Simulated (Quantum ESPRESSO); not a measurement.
The system is Fe.

```
CELL_PARAMETERS angstrom
0.00000 1.94174 1.96511
1.49844 0.00000 1.96511
1.49844 1.94174 0.00000
ATOMIC_POSITIONS crystal
Fe 0.00000 0.00000 0.00000
```

Base run:

| Item | Value |
| --- | --- |
| Program | Quantum ESPRESSO 7.5 |
| Functional | PBEsol |
| Potentials or basis | GBRV 1.5 PBEsol |
| Cutoff | 762 eV |
| Density cutoff | 6095 eV |
| k mesh | 13 × 13 × 13 |
| Occupations | fermi-dirac, width 0.05 eV |
| Spin | collinear spin, ferromagnetic start |
| Starting moments | [3.0] μB |
| Hubbard terms | Fe d U = 8 eV |

Its results: band gap on the k mesh none (metal or under the smearing width); pressure 45.8 GPa; net moment 3.01 μB per cell; site moments Fe +3.07 μB.

The run is repeated on the same cell with these changes: hubbard terms from Fe d U = 8 eV to Fe d U = 3 eV. What comes out?

Band gap on the k mesh none (metal or under the smearing width); pressure 9.7 GPa; net moment 2.73 μB per cell; site moments Fe +2.84 μB.

Caveats: the U is typed as a test and isn't derived for this compound; a pressure of tens of GPa on the cell as given is suspect, and the run, the potentials or the cell itself is likely at fault (some runs).

Not every run made on this cell is shown here.
